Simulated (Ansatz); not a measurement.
## Moving the fixed moment of the cell in Yb

It takes space group Fm-3m (No. 225, cubic). Conventional cell: a = 5.486 Å, b = 5.486 Å, c = 5.486 Å, α = 90.00°, β = 90.00°, γ = 90.00°. Yb (site symmetry m-3m) is surrounded by 12 Yb at 3.88 Å.

Kept alike: task single point; functional PBEsol; k mesh 7 × 7 × 7; occupations fermi-dirac, width 0.05 eV. Program: Ansatz, Ansatz PAW, cutoff 420 eV. The mesh is that of the run's cell of 1 atom. No spin-orbit coupling.

| run | pressure (GPa) | largest site moment (μB) | free energy over the lowest row (meV/atom) |
| --- | --- | --- | --- |
| A | -3.14 | 0.32 | 52.67 |
| B | -3.63 | 1.28 | 819.49 |
| C | -3.49 | 0.95 | 459.00 |
| D | -3.52 | 0.76 | 297.74 |
| E | -3.14 | 0.51 | 139.53 |
| F | -3.31 | 0.00 | 0.00 |
| G | -3.29 | 0.64 | 212.61 |
| H | -3.21 | 0.11 | 4.37 |

Pressure is positive in compression, with a Pulay correction for the finite cutoff. For a metal such a mesh leaves the last digits unconverged. The runs hold the magnetic state that their start led to, which needn't be the lowest. Site moments count inside each atom's sphere or projector. All rows use potentials made for PBE.

Q: The runs differ in the fixed moment of the cell alone: 0; 0.2; 0.5; 0.8; 1; 1.2; 1.5; 2 μB. Which run is which?

A: Run A is 0.5 μB; run B is 2 μB; run C is 1.5 μB; run D is 1.2 μB; run E is 0.8 μB; run F is 0 μB; run G is 1 μB; run H is 0.2 μB. The pressure runs from -3.63 (2) to -3.14 GPa (0.5; 0.8). The largest site moment rises from 0.00 to 1.28 μB between 0 and 2 μB. The free energy rises from 0.00 to 819.49 meV/atom between 0 and 2 μB.
